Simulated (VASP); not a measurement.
Al16N15 (a cell with a defect): single point with PBEsol

The system is Al16N15 (a cell with a defect).

```
Al N
1.0
     6.22000    0.00000    0.00000
    -3.11000    5.38668    0.00000
     0.00000    0.00000    9.96000
Al N
16 15
Direct
  0.33277 0.16589 0.98045
  0.33256 0.16763 0.50186
  0.33499 0.66816 0.00043
  0.33483 0.66894 0.50129
  0.83185 0.16500 0.00061
  0.83154 0.16536 0.50137
  0.83139 0.66808 0.00016
  0.83123 0.66884 0.50128
  0.16009 0.34086 0.25324
  0.16513 0.33512 0.74867
  0.15889 0.82242 0.25257
  0.16473 0.83125 0.74831
  0.67819 0.34198 0.25301
  0.66843 0.33483 0.74846
  0.66557 0.83452 0.25208
  0.66609 0.83384 0.75049
  0.33266 0.16711 0.69355
  0.33321 0.66872 0.19078
  0.33305 0.66733 0.69137
  0.83182 0.16727 0.19096
  0.83270 0.16695 0.69152
  0.83177 0.66890 0.19042
  0.83238 0.66719 0.69132
  0.16639 0.33403 0.44161
  0.16558 0.33448 0.94229
  0.16627 0.83536 0.44117
  0.16463 0.83075 0.94123
  0.66497 0.33382 0.44158
  0.66822 0.33461 0.94169
  0.66587 0.83443 0.44166
  0.66613 0.83393 0.94149
```

```yaml
Program: VASP 6.6.1
Task: single point
Functional: PBEsol
Potentials_or_basis: VASP PAW PBE potentials, release 64 (Al, N)
Cutoff: 450 eV
k_mesh: 3 × 3 × 2
Occupations: gaussian, width 0.03 eV
Spin: collinear spin, ferromagnetic start
Fixed_moment: 0 μB
```

```
Largest force                                         : 0.773 eV/Å
Net moment                                            : 0.00 μB per cell
Valence electrons inside the program's atomic spheres : Al 0.80, 0.81, 0.78, 0.79; N 3.83, 3.84, 3.82
```

Forces on the atoms (eV/Å):
```
Al  -0.035  0.060  0.504
Al   0.000 -0.005 -0.033
Al  -0.051 -0.054 -0.239
Al  -0.086 -0.048  0.078
Al   0.007  0.081 -0.239
Al  -0.005  0.101  0.084
Al   0.056 -0.039 -0.257
Al   0.102 -0.050  0.094
Al   0.591 -0.383 -0.092
Al  -0.028  0.000  0.077
Al   0.082  0.769  0.000
Al  -0.008 -0.016  0.042
Al  -0.582 -0.488 -0.040
Al   0.004  0.021  0.058
Al  -0.040  0.061  0.045
Al   0.000  0.005 -0.008
N    0.003 -0.004 -0.005
N    0.050 -0.003  0.065
N    0.012  0.008 -0.033
N    0.015 -0.034  0.078
N    0.010 -0.014 -0.045
N   -0.041  0.006  0.069
N   -0.012  0.012 -0.025
N   -0.058  0.039 -0.064
N   -0.060  0.020 -0.031
N   -0.015 -0.090 -0.051
N   -0.007 -0.034  0.076
N    0.063  0.065 -0.086
N    0.039  0.023  0.029
N    0.000 -0.009 -0.145
N   -0.007  0.000  0.091
```

Wall time 2.9 min on 4 MPI ranks on AMD EPYC 9R14 (Zen 4) (shared host), peak memory 0.64 GiB a rank.

Caveat: the k mesh is coarse (spacing up to 0.39 Å⁻¹), so the values aren't converged; the moment is held away from its start; the PAW data sets were made with another functional, which shifts forces and pressure a little; the total moment is fixed, so each spin has its own Fermi level.
